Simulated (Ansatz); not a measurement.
# MoS2: stiffness from a series of strains

```xyz
3
Lattice="1.5815 0.9131 6.1233 -1.5815 0.9131 6.1233 0.0000 -1.8262 6.1233" Properties=species:S:1:pos:R:3 pbc="T T T"
Mo    0.0000    0.0000    0.0000
S     0.0000    0.0000   13.7481
S     0.0000    0.0000   10.7446
```

Atoms are numbered in the order listed.

The geometry is COD entry 9007661, unchecked; take it as a test cell.

These are results of DFT, LDA, all-electron LAPW, scalar-relativistic (Ansatz 0.2.0), not measurements.

Settings: a Γ-centred 15×15×15 k mesh, Fermi–Dirac smearing of 0.05 eV, basis error target 1 meV/atom, no spin polarisation.

The strain is applied along the Cartesian axes of the cell as listed (the other components stay zero). Fractional coordinates are held (clamped ions).

σ is the change of stress from the unstrained cell, which is at 1.48 GPa; tension is positive, so slopes are stress–strain coefficients at that pressure.

Only quantities that a quadratic follows smoothly over the whole series are listed; rougher ones are left out.

```
    εzz  σzz (GPa)  σxx (GPa)
-0.0200      -6.29      -2.39
-0.0100      -3.08      -1.15
 0.0000       0.00       0.00
 0.0200       5.80       2.08
```

Q: Fit the series and read off the stiffness at zero strain.

A: Least-squares fits y = p0 + p1 x + p2 x² to the rows give σzz (GPa): p1 = 302, p2 = -620; σxx (GPa): p1 = 112, p2 = -390. So C33 = 302 GPa and C13 = 112 GPa, for these axes.

Q: One run, at εzz = 0.0100, is withheld. Predict its row.

A: The fits give 2.96, 1.08; the run gave 2.96, 1.08.
